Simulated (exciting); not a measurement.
# Ta (Im-3m) in exciting: notebook

The runs below take Ta through band structure, with PBE, LDA, PBEsol.

All numbers are computed with exciting (release sodium); they aren't measurements. Logs are shortened: lines on timing, memory, paths and dates and some standing lists are left out, and cuts for length are marked.

### 1 The structure

The structure is cubic, space group Im-3m (No. 229). Conventional cell: a = 3.303 Å, b = 3.303 Å, c = 3.303 Å, α = 90.00°, β = 90.00°, γ = 90.00°. Ta (site symmetry m-3m) is surrounded by 8 Ta at 2.86 Å.

### 2 Band structure, PBE

input.xml reads:

```xml
<input>
  <title>Ta</title>
  <structure speciespath="./" tshift="false">
    <crystal scale="1">
      <basevect>-3.120466955072 3.120466955072 3.120466955072</basevect>
      <basevect>3.120466955072 -3.120466955072 3.120466955072</basevect>
      <basevect>3.120466955072 3.120466955072 -3.120466955072</basevect>
    </crystal>
    <species speciesfile="Ta.xml" rmt="2.3">
      <atom coord="0.000000000000 0.000000000000 0.000000000000"/>
    </species>
  </structure>
  <groundstate do="fromscratch" ngridk="11 11 11" rgkmax="9" gmaxvr="14" lmaxapw="10" lmaxmat="10" lmaxvr="8" xctype="GGA_PBE" stype="Fermi Dirac" swidth="0.00183747" nempty="12" ValenceRelativity="iora*" epsengy="1e-05" epspot="1e-05" maxscl="60" outputlevel="normal"/>
  <properties>
    <bandstructure>
      <plot1d>
        <path steps="80">
          <point coord="0 0 0" label="G"/>
          <point coord="0.5 -0.5 0.5" label="H"/>
          <point coord="0 0 0.5" label="N"/>
          <point coord="0 0 0" label="G"/>
          <point coord="0.25 0.25 0.25" label="P"/>
          <point coord="0.5 -0.5 0.5" label="H" breakafter="true"/>
          <point coord="0.25 0.25 0.25" label="P"/>
          <point coord="0 0 0.5" label="N"/>
        </path>
      </plot1d>
    </bandstructure>
    <dos nwdos="300" winddos="-0.6 0.5" inttype="tetra" ngrdos="100" nsmdos="0" lmirep="true"/>
  </properties>
</input>
```

Potentials or basis: all-electron LAPW+lo, shipped species files, valence relativity iora*.

Started as:

```
OMP_NUM_THREADS=1 exciting_smp
```

INFO.OUT:

```text
================================================================================
EXCITING SODIUM started
[... 10 lines left out ...]

 Lattice vectors (cartesian) :
     -3.1204669551      3.1204669551      3.1204669551
      3.1204669551     -3.1204669551      3.1204669551
      3.1204669551      3.1204669551     -3.1204669551

 Reciprocal lattice vectors (cartesian) :
     -0.0000000000      1.0067700440      1.0067700440
      1.0067700440     -0.0000000000      1.0067700440
      1.0067700440      1.0067700440     -0.0000000000

 Unit cell volume                           :     121.5398664935
 Brillouin zone volume                      :       2.0408958854

 Species :    1 (Ta)
     parameters loaded from                 :    Ta.xml
     name                                   :    tantalum
     nuclear charge                         :     -73.00000000
     electronic charge                      :      73.00000000
     atomic mass                            :  329847.84330000
     muffin-tin radius                      :       2.30000000
     # of radial points in muffin-tin       :     450

     atomic positions (lattice) :
       1 :   0.00000000  0.00000000  0.00000000

 Total number of atoms per unit cell        :       1

 Spin treatment                             :    spin-unpolarised

 Number of Bravais lattice symmetries       :      48
 Number of crystal symmetries               :      48

 k-point grid                               :      11   11   11
 Total number of k-points                   :      56
 k-point set is reduced with crystal symmetries

 R^MT_min * |G+k|_max (rgkmax)              :       9.00000000
 Species with R^MT_min                      :       1 (Ta)
 Maximum |G+k| for APW functions            :       3.91304348
 Maximum |G| for potential and density      :      14.00000000

 G-vector grid sizes                        :      25    25    25
 Total number of G-vectors                  :    5481

 Maximum angular momentum used for
     APW functions                          :      10
     computing H and O matrix elements      :      10
     potential and density                  :       8
     inner part of muffin-tin               :       2

 Total nuclear charge                       :     -73.00000000
 Total electronic charge                    :      73.00000000
 Total core charge                          :      46.00000000
 Total valence charge                       :      27.00000000

 Number of empty states                     :      12
 Total number of valence states             :      26

 Maximum Hamiltonian size                   :     162
 Maximum number of plane-waves              :     135
 Total number of local-orbitals             :      27

 Exchange-correlation type                  :      20
[... 23 lines left out ...]
+ SCF iteration number :    1                                                  +
++++++++++++++++++++++++++++++++++++++++++++++++++++++++++++++++++++++++++++++++
 Total energy                               :    -15614.37755888
 _______________________________________________________________
 Fermi energy                               :         0.48510833
 Kinetic energy                             :     17549.73794644
 Coulomb energy                             :    -32846.69556920
 Exchange energy                            :      -312.99389208
 Correlation energy                         :        -4.42604404

 DOS at Fermi energy (states/Ha/cell)       :        33.49804830

 Electron charges :
     core                                   :        46.00000000
     core leakage                           :         0.00000934
     valence                                :        27.00000000
     interstitial                           :         2.87769224
     charge in muffin-tin spheres :
                  atom     1    Ta          :        70.12230776
     total charge in muffin-tins            :        70.12230776
     total charge                           :        73.00000000

++++++++++++++++++++++++++++++++++++++++++++++++++++++++++++++++++++++++++++++++
+ SCF iteration number :    2                                                  +
++++++++++++++++++++++++++++++++++++++++++++++++++++++++++++++++++++++++++++++++
 Total energy                               :    -15622.45238954
 _______________________________________________________________
 Fermi energy                               :         0.48162166
 Kinetic energy                             :     17545.06371418
 Coulomb energy                             :    -32849.94323232
 Exchange energy                            :      -313.14594668
 Correlation energy                         :        -4.42692472

 DOS at Fermi energy (states/Ha/cell)       :        31.08596695

 Electron charges :
     core                                   :        46.00000000
     core leakage                           :         0.00000908
     valence                                :        27.00000000
     interstitial                           :         2.83192798
     charge in muffin-tin spheres :
                  atom     1    Ta          :        70.16807202
     total charge in muffin-tins            :        70.16807202
     total charge                           :        73.00000000

 RMS change in effective potential (target) :  0.341746E-01  ( 0.100000E-04)
 Absolute change in total energy   (target) :   8.07483      ( 0.100000E-04)
 Charge distance                   (target) :  0.160152E-02  ( 0.100000E-04)

++++++++++++++++++++++++++++++++++++++++++++++++++++++++++++++++++++++++++++++++
+ SCF iteration number :    3                                                  +
++++++++++++++++++++++++++++++++++++++++++++++++++++++++++++++++++++++++++++++++
 Total energy                               :    -15625.05933357
 _______________________________________________________________
 Fermi energy                               :         0.47985184
 Kinetic energy                             :     17543.21067680
 Coulomb energy                             :    -32850.65187268
 Exchange energy                            :      -313.19103164
 Correlation energy                         :        -4.42710605

 DOS at Fermi energy (states/Ha/cell)       :        28.03927414

 Electron charges :
     core                                   :        46.00000000
     core leakage                           :         0.00000900
     valence                                :        27.00000000
     interstitial                           :         2.80660772
     charge in muffin-tin spheres :
                  atom     1    Ta          :        70.19339228
     total charge in muffin-tins            :        70.19339228
     total charge                           :        73.00000000
[... 167 lines left out ...]
++++++++++++++++++++++++++++++++++++++++++++++++++++++++++++++++++++++++++++++++
+ SCF iteration number :   10                                                  +
++++++++++++++++++++++++++++++++++++++++++++++++++++++++++++++++++++++++++++++++
 Total energy                               :    -15626.11660349
 _______________________________________________________________
 Fermi energy                               :         0.47767955
 Kinetic energy                             :     17541.82815856
 Coulomb energy                             :    -32850.31558771
 Exchange energy                            :      -313.20216185
 Correlation energy                         :        -4.42701249

 DOS at Fermi energy (states/Ha/cell)       :        24.35862351

 Electron charges :
     core                                   :        46.00000000
     core leakage                           :         0.00000896
     valence                                :        27.00000000
     interstitial                           :         2.77765217
     charge in muffin-tin spheres :
                  atom     1    Ta          :        70.22234783
     total charge in muffin-tins            :        70.22234783
     total charge                           :        73.00000000

 RMS change in effective potential (target) :  0.696663E-08  ( 0.100000E-04)
 Absolute change in total energy   (target) :  0.398658E-05  ( 0.100000E-04)
 Charge distance                   (target) :  0.156254E-08  ( 0.100000E-04)

++++++++++++++++++++++++++++++++++++++++++++++++++++++++++++++++++++++++++++++++
+ SCF iteration number :   11                                                  +
++++++++++++++++++++++++++++++++++++++++++++++++++++++++++++++++++++++++++++++++
 Total energy                               :    -15626.11660572
 _______________________________________________________________
 Fermi energy                               :         0.47767957
 Kinetic energy                             :     17541.82815751
 Coulomb energy                             :    -32850.31558883
 Exchange energy                            :      -313.20216190
 Correlation energy                         :        -4.42701249

 DOS at Fermi energy (states/Ha/cell)       :        24.35860336

 Electron charges :
     core                                   :        46.00000000
     core leakage                           :         0.00000896
     valence                                :        27.00000000
     interstitial                           :         2.77765211
     charge in muffin-tin spheres :
                  atom     1    Ta          :        70.22234789
     total charge in muffin-tins            :        70.22234789
     total charge                           :        73.00000000

 RMS change in effective potential (target) :  0.757526E-08  ( 0.100000E-04)
 Absolute change in total energy   (target) :  0.222379E-05  ( 0.100000E-04)
 Charge distance                   (target) :  0.177925E-08  ( 0.100000E-04)

++++++++++++++++++++++++++++++++++++++++++++++++++++++++++++++++++++++++++++++++
| Convergency criteria checked for the last 2 iterations                       +
| Convergence targets achieved. Performing final SCF iteration                 +
++++++++++++++++++++++++++++++++++++++++++++++++++++++++++++++++++++++++++++++++
 Total energy                               :    -15626.11660378
 _______________________________________________________________
 Fermi energy                               :         0.47767955
 Kinetic energy                             :     17541.82815843
 Coulomb energy                             :    -32850.31558787
 Exchange energy                            :      -313.20216185
 Correlation energy                         :        -4.42701249

 DOS at Fermi energy (states/Ha/cell)       :        24.35862364

 Electron charges :
     core                                   :        46.00000000
     core leakage                           :         0.00000896
     valence                                :        27.00000000
     interstitial                           :         2.77765216
     charge in muffin-tin spheres :
                  atom     1    Ta          :        70.22234784
     total charge in muffin-tins            :        70.22234784
     total charge                           :        73.00000000

++++++++++++++++++++++++++++++++++++++++++++++++++++++++++++++++++++++++++++++++
[... 12 lines left out ...]
| EXCITING SODIUM stopped                                                      =
================================================================================
```

Run time: 35 s. Hardware: 1 thread of Arm Neoverse V1, shared host; peak memory 0.1 GiB.

What came out:

| Item | Value |
| --- | --- |
| Free energy | -425208.3026 eV |
| Band gap on the k mesh | none (metal or under the smearing width) |
| All electrons inside the program's atomic spheres | Ta 70.22 (radii Ta 2.3 bohr) |

Levels at the corners of the path, in eV from the Fermi level:
| point | band 11 | band 12 | band 13 | band 14 | band 15 | band 16 |
| --- | --- | --- | --- | --- | --- | --- |
| Γ | -18.78 | -7.90 | 0.73 | 0.73 | 0.73 | 4.01 |
| H | -18.82 | -3.80 | -3.80 | 6.85 | 6.85 | 6.85 |
| N | -18.81 | -4.38 | -1.54 | 1.61 | 3.89 | 4.92 |
| Γ | -18.78 | -7.90 | 0.73 | 0.73 | 0.73 | 4.01 |
| P | -18.84 | -1.22 | -1.22 | -1.22 | 5.10 | 5.10 |
| H | -18.82 | -3.80 | -3.80 | 6.85 | 6.85 | 6.85 |
| P | -18.84 | -1.22 | -1.22 | -1.22 | 5.10 | 5.10 |
| N | -18.81 | -4.38 | -1.54 | 1.61 | 3.89 | 4.92 |

States per cell in windows of 0.5 eV (zero at the Fermi level; states under -8 eV left out):
| from (eV) | total | Ta1 d | Ta1 p | Ta1 s | Ta1 f |
| --- | --- | --- | --- | --- | --- |
| -8.0 | 0.01 | 0.00 | 0.00 | 0.00 | 0.00 |
| -7.5 | 0.03 | 0.00 | 0.00 | 0.01 | 0.00 |
| -7.0 | 0.04 | 0.00 | 0.00 | 0.01 | 0.00 |
| -6.5 | 0.05 | 0.00 | 0.00 | 0.01 | 0.00 |
| -6.0 | 0.07 | 0.00 | 0.00 | 0.02 | 0.00 |
| -5.5 | 0.09 | 0.00 | 0.00 | 0.02 | 0.00 |
| -5.0 | 0.13 | 0.01 | 0.01 | 0.03 | 0.00 |
| -4.5 | 0.29 | 0.06 | 0.01 | 0.04 | 0.00 |
| -4.0 | 0.35 | 0.10 | 0.01 | 0.04 | 0.00 |
| -3.5 | 0.45 | 0.15 | 0.01 | 0.03 | 0.00 |
| -3.0 | 0.50 | 0.20 | 0.02 | 0.02 | 0.00 |
| -2.5 | 0.21 | 0.09 | 0.01 | 0.01 | 0.00 |
| -2.0 | 0.41 | 0.20 | 0.01 | 0.00 | 0.00 |
| -1.5 | 0.94 | 0.49 | 0.03 | 0.00 | 0.00 |
| -1.0 | 0.66 | 0.32 | 0.03 | 0.00 | 0.00 |
| -0.5 | 0.85 | 0.40 | 0.05 | 0.01 | 0.01 |
| 0.0 | 0.51 | 0.26 | 0.03 | 0.00 | 0.00 |
| 0.5 | 0.22 | 0.10 | 0.02 | 0.00 | 0.00 |
| 1.0 | 0.14 | 0.07 | 0.01 | 0.00 | 0.00 |
| 1.5 | 0.21 | 0.13 | 0.00 | 0.00 | 0.00 |
| 2.0 | 0.34 | 0.21 | 0.01 | 0.00 | 0.01 |
| 2.5 | 0.40 | 0.26 | 0.01 | 0.00 | 0.01 |
| 3.0 | 0.53 | 0.37 | 0.01 | 0.00 | 0.01 |
| 3.5 | 0.59 | 0.42 | 0.01 | 0.01 | 0.00 |
| 4.0 | 0.53 | 0.40 | 0.00 | 0.00 | 0.00 |
| 4.5 | 1.17 | 0.90 | 0.01 | 0.01 | 0.01 |
| 5.0 | 0.54 | 0.37 | 0.02 | 0.01 | 0.00 |
| 5.5 | 0.27 | 0.18 | 0.01 | 0.01 | 0.00 |
| 6.0 | 0.24 | 0.16 | 0.01 | 0.00 | 0.00 |
| 6.5 | 0.19 | 0.13 | 0.01 | 0.00 | 0.00 |
| 7.0 | 0.17 | 0.11 | 0.01 | 0.00 | 0.00 |
| 7.5 | 0.21 | 0.13 | 0.01 | 0.01 | 0.00 |

Caveat: the log's total energy holds no entropy term; the free energy is that total less TS from the occupations; the tetrahedron DOS on this energy grid can lose part of the weight of narrow d or f bands; spin-orbit coupling is left out, which moves the levels of the heavy elements.

(Part 1 of 2 ends here.)
